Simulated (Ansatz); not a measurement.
Relativistic treatment of K

```
K
1.0
    -2.61800    2.61800    2.61800
     2.61800   -2.61800    2.61800
     2.61800    2.61800   -2.61800
K
1
Direct
  0.00000 0.00000 0.00000
```

The structure is an experimental refinement, used without relaxation.

One fixed cell is solved with PBE by all-electron LAPW in Ansatz 0.2.0 under different relativistic treatments. Pressure is positive in compression.

Settings: a Γ-centred 10×10×10 k mesh, Fermi–Dirac smearing of 0.08 eV, basis error target 0.5 meV/atom, no spin polarisation.

| setting | P (GPa) | lowest level at Γ above −25 eV, from the valence-band top or, without a gap, the Fermi level (eV) |
| --- | --- | --- |
| scalar-relativistic | 0.11 | -15.56 |
| non-relativistic | 0.14 | -15.59 |
